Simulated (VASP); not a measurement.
# TiS2 (P-3m1) in VASP: a series of runs, part 2 of 3

VASP 6.6.1. The steps go on from the part before.

**3. Band structure, PBE**

Input file INCAR:

```
ALGO     = Fast           # electronic algorithm
EDIFF    = 1E-6           # SCF threshold, eV
ENCUT    = 520            # plane-wave cutoff, eV
GGA      = PE             # functional
ISIF     = 2              # what is computed and relaxed
ISMEAR   = 1              # smearing method
LASPH    = True           # aspherical terms in the spheres
LCHARG   = False          # write CHGCAR
LMAXMIX  = 4              # l up to which the mixer works
LREAL    = False          # projectors in reciprocal space
LWAVE    = False          # write WAVECAR
NELM     = 80             # most SCF steps
PREC     = Accurate       # precision mode
SIGMA    = 0.1            # smearing width, eV
```

Input file KPOINTS:

```
k-points
0
Gamma
  12 12 7
```

Input file POSCAR:

```
TiS2                                    
1.0
    3.3584555061      0.0000000000      0.0000000000
   -1.6792277531      2.9085077858      0.0000000000
    0.0000000000      0.0000000000      5.5230876405
  Ti              S             
     1     2
Direct
     0.0000000000000000    0.0000000000000000    0.0000000000000000
     0.3333333332999970    0.6666666667000030    0.2587672932822827
     0.6666666667000030    0.3333333332999970    0.7412327067177173
```

Input file KPOINTS_OPT:

```
explicit points
258
Reciprocal
 0.0000000000  0.0000000000  0.0000000000 1
 0.0263157895  0.0000000000  0.0000000000 1
 0.0526315789  0.0000000000  0.0000000000 1
 0.0789473684  0.0000000000  0.0000000000 1
 0.1052631579  0.0000000000  0.0000000000 1
 0.1315789474  0.0000000000  0.0000000000 1
[... 250 lines left out ...]
 0.5000000000  0.0000000000  0.0317235600 1
 0.5000000000  0.0000000000 -0.0317235600 1
```

Potentials or basis: VASP PAW PBE potentials, release 64 (Ti_sv, S).

The run is started by

```bash
cat potpaw_PBE.64/Ti_sv/POTCAR potpaw_PBE.64/S/POTCAR > POTCAR
mpirun -np 1 vasp_std > vasp.out
```

OUTCAR:

```text
EDIFF = 1E-6
   ENCUT = 520
   GGA = PE
   ISIF = 2
   ISMEAR = 1
   LASPH = True
   LREAL = False
   NELM = 80
   PREC = Accurate

 ion  position               nearest neighbor table
   1  0.000  0.000  0.000-   2 2.41   3 2.41   3 2.41   2 2.41   3 2.41   2 2.41
   2  0.333  0.667  0.259-   1 2.41   1 2.41   1 2.41
   3  0.667  0.333  0.741-   1 2.41   1 2.41   1 2.41

  LATTYP: Found a hexagonal cell.
 ALAT       =     3.3584555061
 C/A-ratio  =     1.6445320268

  Lattice vectors:

 A1 = (   3.3584555061,   0.0000000000,   0.0000000000)
 A2 = (  -1.6792277531,   2.9085077858,   0.0000000000)
 A3 = (   0.0000000000,   0.0000000000,   5.5230876405)

Analysis of symmetry for initial positions (statically):
=====================================================================
 Subroutine PRICEL returns:
 Original cell was already a primitive cell.

 Routine SETGRP: Setting up the symmetry group for a
 hexagonal supercell.

 Subroutine GETGRP returns: Found 12 space group operations
 (whereof 12 operations were pure point group operations)
 out of a pool of 24 trial point group operations.

The static configuration has the point symmetry D_3d.

Analysis of symmetry for dynamics (positions and initial velocities):
=====================================================================
 Subroutine PRICEL returns:
 Original cell was already a primitive cell.

 Routine SETGRP: Setting up the symmetry group for a
 hexagonal supercell.

 Subroutine GETGRP returns: Found 12 space group operations
 (whereof 12 operations were pure point group operations)
 out of a pool of 24 trial point group operations.

[... 112 lines left out ...]
   PSTRESS=    0.0 pullay stress
   NELECT =      24.0000    total number of electrons
   NUPDOWN=      -1.0000    fix difference up-down
   EMIN   =  10.00;   EMAX   =-10.00  energy-range for DOS
   EFERMI =   0.00;   METHOD = LEGACY
   ISMEAR =     1;   SIGMA  =   0.10  broadening in eV -4-tet -1-fermi 0-gaus
   EFERMI_NEDOS =   21; number of points for ismear=-14 and -15
   IALGO  =     68    algorithm
   IMIX   =      4    mixing-type and parameters
     AMIX     =   0.40;   BMIX     =  1.00
     AMIX_MAG =   1.60;   BMIX_MAG =  1.00
  volume/ion in A,a.u.               =      17.98       121.36
  Fermi-wavevector in a.u.,A,eV,Ry     =   1.249726  2.361639 21.249770  1.561814
  Thomas-Fermi vector in A             =   2.383753
   LORBIT       =      0    0 simple, 1 ext, 2 COOP (PROOUT), +10 PAW based schemes
   GGA     = PE    functional components
   LHFCALC =     F    Hartree Fock is set to
   AEXX    =    0.0000 exact exchange contribution
   IVDW    =     0    specifies the selected vdW correction
   LEPSILON=     F    determine dielectric tensor
   LRPA    =     F    only Hartree local field effects (RPA)
 non-spin polarized calculation
 RMM-DIIS sequential band-by-band and
 Methfessel and Paxton  Order N= 1 SIGMA  =   0.10
  energy-cutoff  :      520.00
  volume of cell :       53.95
 maximum number of plane-waves:      1472
 NGX is ok and might be reduce to    28
   NGX = 13   NGY = 13   NGZ = 21

 number of electron      23.9999997 magnetization

 Free energy of the ion-electron system (eV)
  ---------------------------------------------------
  ext. energy  EPLUGINS =         0.00000000
  ---------------------------------------------------
  free energy    TOTEN  =       -19.87610808 eV

  energy without entropy =      -19.87643440  energy(sigma->0) =      -19.87621685

 E-fermi :   6.1614     XC(G=0): -10.4419

 val. band max:        6.1594477376   @ k =   0.0000   0.0000   0.2857
 cond. band min:       6.2156680015   @ k =   0.4167  -0.0000   0.4286
 fundamental gap:      0.0562202639
 Fermi energy:         6.1614219990

 k-point     1 :       0.0000    0.0000    0.0000
  band No.  band energies     occupation
      1     -51.3901      2.00000
      2     -27.6246      2.00000
      3     -27.5737      2.00000
      4     -27.5737      2.00000
      5      -7.8767      2.00000
      6      -5.9731      2.00000
[... 433 lines left out ...]
      3     -27.6119      2.00000
      4     -27.5824      2.00000
      5      -7.4821      2.00000
      6      -6.0013      2.00000
[... 8 lines left out ...]
     15       7.8049     -0.00000
     16       9.4298      0.00000

 [... further k-points ...]
[... 5 lines left out ...]
  --------------------------------------------------------------------------------------
  -------------------------------------------------------------------------------------
  Total        1.2352445      1.2352445      1.2971107     -0.0000000      0.0000000     -0.0000000
  in kB       36.6835839     36.6835839     38.5208489     -0.0000000      0.0000000     -0.0000000
  external PRESSURE =      37.2960056 kB  Pullay stress =       0.0000000 kB

 VOLUME and BASIS-vectors are now :
 -----------------------------------------------------------------------------
  energy-cutoff  :      520.00
  volume of cell :       53.95
      direct lattice vectors                 reciprocal lattice vectors
     3.358455506  0.000000000  0.000000000     0.297755917  0.171909459  0.000000000
    -1.679227753  2.908507786  0.000000000     0.000000000  0.343818918  0.000000000
     0.000000000  0.000000000  5.523087641     0.000000000  0.000000000  0.181058144

 POSITION                                       TOTAL-FORCE (eV/Angst)
 -----------------------------------------------------------------------------------
      0.00000      0.00000      0.00000         0.000000      0.000000      0.000000
     -0.00000      1.93901      1.42919         0.000000     -0.000000     -0.012066
      1.67923      0.96950      4.09389        -0.000000      0.000000      0.012066
 -----------------------------------------------------------------------------------
    total drift:                                0.000000      0.000000      0.000000

  FREE ENERGIE OF THE ION-ELECTRON SYSTEM (eV)
  ---------------------------------------------------
  free  energy   TOTEN  =       -19.8761080807 eV

  energy  without entropy=      -19.8764344020  energy(sigma->0) =      -19.87621685
```

OSZICAR:

```text
N       E                     dE             d eps       ncg     rms          rms(c)
DAV:   1     0.205789770483E+03    0.20579E+03   -0.11992E+04  3584   0.152E+03
DAV:   2    -0.166208252148E+01   -0.20745E+03   -0.20521E+03  3856   0.383E+02
DAV:   3    -0.228601876529E+02   -0.21198E+02   -0.20613E+02  5576   0.109E+02
[... 45 lines left out ...]
       N       E                     dE             ncg
DAV:   1     0.511958685428E+05   -0.32219E+05     1088
DAV:   2     0.443039547955E+05   -0.68919E+04     1176
DAV:   3     0.436749327431E+05   -0.62902E+03     1720
DAV:   4     0.436566609953E+05   -0.18272E+02     1264
DAV:   5     0.436556526623E+05   -0.10083E+01     1776
DAV:   6     0.436556406233E+05   -0.12039E-01     1352
DAV:   7     0.436556403167E+05   -0.30659E-03     1784
DAV:   8     0.436556403118E+05   -0.48463E-05     1320
DAV:   9     0.436556403117E+05   -0.11660E-06     1232
```

Run time: 2.4 min. Hardware: 1 thread of Intel Xeon 6975P-C (Granite Rapids), shared host; peak memory 0.29 GiB.

Results:

| Property | Result |
| --- | --- |
| Free energy | -19.8761 eV |
| Pressure | 3.7 GPa |
| Largest force | 0.012 eV/Å |
| Band gap along the path | none (metal or under the smearing width) |

Forces on the atoms (eV/Å):
```
Ti   0.000  0.000  0.000
S    0.000  0.000 -0.012
S    0.000  0.000  0.012
```

Levels at the corners of the path, in eV from the Fermi level:
```tsv
point	band 9	band 10	band 11	band 12	band 13	band 14	band 15	band 16
Γ	-2.78	0.15	0.16	0.16	0.54	0.54	0.87	3.46
M	-3.05	-2.91	-2.64	-1.65	0.18	1.65	2.10	3.77
M	-3.05	-2.91	-2.64	-1.65	0.18	1.65	2.10	3.77
K	-4.28	-2.78	-2.78	-2.36	1.28	1.92	1.92	3.04
K	-4.28	-2.78	-2.78	-2.36	1.28	1.92	1.92	3.04
Γ	-2.78	0.15	0.16	0.16	0.54	0.54	0.87	3.46
Γ	-2.78	0.15	0.16	0.16	0.54	0.54	0.87	3.46
A	-2.71	-2.71	-0.10	-0.10	0.51	0.51	1.58	3.89
A	-2.71	-2.71	-0.10	-0.10	0.51	0.51	1.58	3.89
L	-2.93	-2.90	-1.18	-1.16	-0.14	1.64	2.06	3.36
L	-2.93	-2.90	-1.18	-1.16	-0.14	1.64	2.06	3.36
H	-3.87	-3.30	-2.25	-2.25	1.30	1.49	1.49	3.87
H	-3.87	-3.30	-2.25	-2.25	1.30	1.49	1.49	3.87
A	-2.71	-2.71	-0.10	-0.10	0.51	0.51	1.58	3.89
L	-2.93	-2.90	-1.18	-1.16	-0.14	1.64	2.06	3.36
M	-3.05	-2.91	-2.64	-1.65	0.18	1.65	2.10	3.77
K	-4.28	-2.78	-2.78	-2.36	1.28	1.92	1.92	3.04
H	-3.87	-3.30	-2.25	-2.25	1.30	1.49	1.49	3.87
```

**4. Band structure, LDA**

INCAR: that of step 3 with these lines changed.

```diff
@@ -3,3 +3,2 @@
 ENCUT    = 520            # plane-wave cutoff, eV
-GGA      = PE             # functional
 ISIF     = 2              # what is computed and relaxed
```

KPOINTS is that of step 3.

POSCAR is that of step 3.

KPOINTS_OPT is that of step 3.

Potentials or basis: VASP PAW LDA potentials, release 64 (Ti_sv, S).

The run is started by

```bash
cat potpaw_LDA.64/Ti_sv/POTCAR potpaw_LDA.64/S/POTCAR > POTCAR
mpirun -np 1 vasp_std > vasp.out
```

Wall time 2.4 min (1 thread of Intel Xeon 6975P-C (Granite Rapids), shared host); peak memory 0.28 GiB.

Results (log left out):

* Free energy: -22.0110 eV
* Pressure: -3.5 GPa
* Largest force: 0.276 eV/Å
* Band gap along the path: none (metal or under the smearing width)

Forces on the atoms (eV/Å):
```
Ti   0.000  0.000  0.000
S    0.000  0.000 -0.276
S    0.000  0.000  0.276
```

Stress tensor (GPa, compression positive):
```
-3.69  0.00  0.00
 0.00 -3.69  0.00
 0.00  0.00 -3.17
```

Levels at the corners of the path, in eV from the Fermi level:
| point | band 8 | band 9 | band 10 | band 11 | band 12 | band 13 | band 14 | band 15 | band 16 |
| --- | --- | --- | --- | --- | --- | --- | --- | --- | --- |
| Γ | -2.74 | -2.74 | 0.22 | 0.22 | 0.22 | 0.51 | 0.51 | 0.82 | 3.51 |
| M | -3.76 | -3.04 | -2.88 | -2.60 | -1.60 | 0.16 | 1.63 | 2.08 | 3.78 |
| M | -3.76 | -3.04 | -2.88 | -2.60 | -1.60 | 0.16 | 1.63 | 2.08 | 3.78 |
| K | -4.27 | -4.27 | -2.75 | -2.75 | -2.31 | 1.25 | 1.91 | 1.91 | 3.07 |
| K | -4.27 | -4.27 | -2.75 | -2.75 | -2.31 | 1.25 | 1.91 | 1.91 | 3.07 |
| Γ | -2.74 | -2.74 | 0.22 | 0.22 | 0.22 | 0.51 | 0.51 | 0.82 | 3.51 |
| Γ | -2.74 | -2.74 | 0.22 | 0.22 | 0.22 | 0.51 | 0.51 | 0.82 | 3.51 |
| A | -2.75 | -2.67 | -2.67 | -0.04 | -0.04 | 0.49 | 0.49 | 1.57 | 3.95 |
| A | -2.75 | -2.67 | -2.67 | -0.04 | -0.04 | 0.49 | 0.49 | 1.57 | 3.95 |
| L | -4.79 | -2.91 | -2.87 | -1.11 | -1.10 | -0.18 | 1.63 | 2.04 | 3.40 |
| L | -4.79 | -2.91 | -2.87 | -1.11 | -1.10 | -0.18 | 1.63 | 2.04 | 3.40 |
| H | -4.62 | -3.84 | -3.29 | -2.19 | -2.19 | 1.27 | 1.46 | 1.46 | 3.93 |
| H | -4.62 | -3.84 | -3.29 | -2.19 | -2.19 | 1.27 | 1.46 | 1.46 | 3.93 |
| A | -2.75 | -2.67 | -2.67 | -0.04 | -0.04 | 0.49 | 0.49 | 1.57 | 3.95 |
| L | -4.79 | -2.91 | -2.87 | -1.11 | -1.10 | -0.18 | 1.63 | 2.04 | 3.40 |
| M | -3.76 | -3.04 | -2.88 | -2.60 | -1.60 | 0.16 | 1.63 | 2.08 | 3.78 |
| K | -4.27 | -4.27 | -2.75 | -2.75 | -2.31 | 1.25 | 1.91 | 1.91 | 3.07 |
| H | -4.62 | -3.84 | -3.29 | -2.19 | -2.19 | 1.27 | 1.46 | 1.46 | 3.93 |

[end of part 2 of 3]
